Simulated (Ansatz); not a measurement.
**Sr: how the settings move a single-point run**

Aim: see which settings change the result for Sr, by how much, and at what cost.

Method: reference: DFT, PBE, all-electron LAPW, scalar-relativistic, in Ansatz 0.2.0.

### 1 Starting point

The structure is tetragonal, space group I4/mmm (No. 139). The conventional cell has a = 4.260 Å, b = 4.260 Å, c = 6.085 Å, α = 90.00°, β = 90.00°, γ = 90.00°. Sr (site symmetry 4/mmm) is surrounded by 12 Sr at 4.26 to 4.28 Å.

As a file:

```xyz
1
Lattice="0.0000 3.0119 3.0423 3.0119 0.0000 3.0423 3.0119 3.0119 0.0000" Properties=species:S:1:pos:R:3 pbc="T T T"
Sr    0.0000    0.0000    0.0000
```

### 2 Reference

Input file input.yaml:

```yaml
crystal:
  lattice:
    - [0.0, 3.0119265, 3.04235]
    - [3.0119265, 0.0, 3.04235]
    - [3.0119265, 3.0119265, 0.0]
  atoms:
    - { symbol: Sr, position: [0.0, 0.0, 0.0] }
kpoints:
  mp_grid: { grid: [10, 10, 10] }
scf:
  occupations: { method: fermi_dirac, width: 0.08 }
hamiltonian:
  xc: pbe
  pseudopotentials: { kind: all_electron, lapw: { basis_error: 0.0005 } }
output:
  forces: true
  stress: true
  eigenvalues: true
```

The run is started by

```
$ ansatz run input.yaml --threads 1 --pin off --max-ram 2048MiB --backend cpu --events-out ev --progress --plain --runs-dir out
```

### 3 Variant: mixing.algorithm broyden, mixing.beta 0.1, xc revpbe

Changes to input.yaml since step 2:

```diff
@@ -11,4 +11,5 @@
   occupations: { method: fermi_dirac, width: 0.08 }
+  mixing: { algorithm: broyden, beta: 0.1 }
 hamiltonian:
-  xc: pbe
+  xc: revpbe
   pseudopotentials: { kind: all_electron, lapw: { basis_error: 0.0005 } }
```

What does the calculation give? Wanted: for each run, ending; energy change; pressure; gap; force.

**Answer**, as computed:

```csv
run,ending,energy change,pressure (GPa),gap (eV),force (eV/Å),cycles,time
reference,converged,-,0.0,0.00,0.00,8,6.1 s
"1: mixing.algorithm broyden, mixing.beta 0.1, xc revpbe",converged,not comparable,0.5,0.00,0.00,13,8.1 s
```

Residual by cycle in the longest SCF loop of each run; runs are numbered as in the table. The quantity is the density residual dr2, in eV.

```csv
cycle,reference,run 1
1,0.0129,0.0141
2,0.00843,0.0131
3,0.00113,0.00242
4,3.7e-5,0.00127
5,1.0e-5,6.0e-5
6,2.5e-6,3.7e-5
8,2.2e-8,3.8e-6
9,-,6.2e-7
10,-,8.4e-7
11,-,2.7e-7
12,-,2.2e-7
13,-,8.5e-10
```

What this shows: Total energies don't compare across a change of functional; the pressure goes from 0.0 to 0.5 GPa. At this fixed cell a higher pressure means that this functional prefers a larger volume than the reference.
